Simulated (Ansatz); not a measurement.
A run of Ansatz 0.2.0 is set up as follows.

File input.yaml:

```yaml
crystal:
  lattice:
    - [0.0, -2.22, -2.22]
    - [0.0, 2.22, -2.22]
    - [4.44, 0.0, 0.0]
  atoms:
    - { symbol: Hf, position: [0.51381984, 0.48086227, 0.50614217] }
    - { symbol: Hf, position: [0.98618016, 0.01913773, 0.99385783] }
hamiltonian:
  xc: pbe
  pseudopotentials: { kind: paw }
kpoints:
  mp_grid: { grid: [9, 9, 6] }
scf:
  occupations: { method: fermi_dirac, width: 0.05 }
output:
  forces: true
  stress: true
  eigenvalues: true
relax:
  f_tol: 0.01
  max_steps: 40
  cell: { stress_tol: 0.05, p_target: 5.0 }
```

Potentials or basis: Ansatz PAW.

Command:

```bash
$ ansatz run input.yaml --threads 2 --pin off --max-ram 5632MiB --backend cpu --events-out ev --progress --plain --runs-dir out
```

Problem. What does it give for the space group after relaxing (to 0.05 Å)?

Solution. I4/mmm (No. 139).

Problem. Predict the relaxed cell.

Solution. a = 3.144 Å, b = 3.144 Å, c = 4.373 Å, α = 90.00°, β = 90.00°, γ = 90.05°.

Problem. Estimate the relaxed volume.

Solution. 21.61 Å³/atom.

Problem. Estimate the band gap on the k mesh.

Solution. None (metal or under the smearing width).

Final structure:
```
CELL_PARAMETERS angstrom
0.00001 -2.22408 -2.22226
0.00002 2.22420 -2.22239
4.37262 0.00001 -0.00002
ATOMIC_POSITIONS crystal
Hf 0.50000 0.50000 0.50000
Hf 0.00000 0.00000 0.00000
```

 Spin-orbit coupling is left out, which matters for the levels of Hf.
